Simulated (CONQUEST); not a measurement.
**Al: single point with PBE**

The system is Al.

```xyz
2
Lattice="2.8635 0.0000 0.0000 0.0000 2.8635 0.0000 0.0000 0.0000 4.0496" Properties=species:S:1:pos:R:3 pbc="T T T"
Al    0.0472   -0.0053   -0.0039
Al    1.4197    1.4399    2.0271
```

The cell isn't the ideal one: atoms of the box moved at random, drawn with an rms of 0.05 Å.

```json
{
 "Program": "CONQUEST 1.3",
 "Task": "single point",
 "Functional": "PBE",
 "Potentials or basis": "PseudoDojo NC PBE, DZP, grid cutoff 200 Ha",
 "k mesh": "9 × 9 × 7",
 "Occupations": "fermi-dirac, width 0.05 eV",
 "Spin": "no spin polarisation",
 "Solver": "diagonalisation",
 "SCF tolerance": "1e-06"
}
```

* Pressure: 0.3 GPa
* Largest force: 0.114 eV/Å
* Band gap on the k mesh: none (metal or under the smearing width)

Forces in eV/Å, atoms in the order of the input:
```
Al  -0.107  0.024  0.032
Al   0.105 -0.024 -0.031
```

Levels at points of the mesh, in eV from the Fermi level:
| k point | band 1 | band 2 | band 3 | band 4 | band 5 | band 6 | band 7 | band 8 |
| --- | --- | --- | --- | --- | --- | --- | --- | --- |
| (0.00, 0.00, 0.00) | -11.10 | -2.96 | -1.61 | 5.20 | 5.68 | 5.68 | 11.04 | 12.74 |

It took 42 s on 1 thread of AMD EPYC 9R45 96-Core Processor (Zen 5), with other jobs on the host, peak memory 0.83 GiB.

Caveat: the box holds several primitive cells, so bands are folded and the points are those of the box's own zone; the basis of atomic orbitals isn't converged, which shifts pressures, moduli and gaps.
